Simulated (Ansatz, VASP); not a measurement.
W: VASP beside Ansatz

INCAR

```
  PREC = Accurate
  ENCUT = 520
  EDIFF = 1E-6
  ISMEAR = -1
  SIGMA = 0.1
  LREAL = F
  LASPH = T
  NELM = 150
  ALGO = Normal
  ISIF = 2
  LWAVE = F
  LCHARG = F
  MAGMOM = 0 0 0
  LORBIT = 11
  LSORBIT = T
  GGA_COMPAT = F
  LORBMOM = T
  LMAXMIX = 4
  NBANDS = 25
```

Contents of KPOINTS:

```
Automatic mesh
0
Gamma
  14 14 14
```

The input POSCAR:

```
W
1.0
   -1.5676867249      1.5676867249      1.5676867249
    1.5676867249     -1.5676867249      1.5676867249
    1.5676867249      1.5676867249     -1.5676867249
W
1
Direct
    0.0000000000      0.0000000000      0.0000000000
```

Input for Ansatz:

```yaml
crystal:
  lattice:
    - [-1.567686725, 1.567686725, 1.567686725]
    - [1.567686725, -1.567686725, 1.567686725]
    - [1.567686725, 1.567686725, -1.567686725]
  atoms:
    - { symbol: W, position: [0.0, 0.0, 0.0] }
hamiltonian:
  xc: lda
  pseudopotentials:
    kind: paw_fr
    azcp:
      W: "pseudopotentials/W.paw.azcp"
basis:
  ecutwfc: 420
  fft_grid_basis: typed
kpoints:
  mp_grid: { grid: [14, 14, 14], shift: [0, 0, 0] }
magnetization:
  noncollinear: true
  spin_orbit: true
scf:
  occupations: { method: fermi_dirac, width: 0.1 }
```

Alike in both runs: task single point; functional LDA; k mesh 14 × 14 × 14; occupations fermi-dirac, width 0.1 eV; non-collinear spin, spin-orbit coupling.

|  | VASP | Ansatz |
| --- | --- | --- |
| version | VASP 6.6.1 | Ansatz 0.2.0 |
| potentials or method | VASP PAW LDA potentials, release 64 (W_sv) | plane waves (420 eV) with PAW, fully relativistic with spin-orbit coupling |
| plane-wave cutoff (eV) | 520 | 420 |
| valence electrons in the cell | 14 | 14 |

|  | VASP | Ansatz | Ansatz less VASP |
| --- | --- | --- | --- |
| net moment per atom (μB) | 0.00 | 0.00 | 0.000 |

Ansatz warned: «pseudo_functional_mismatch».
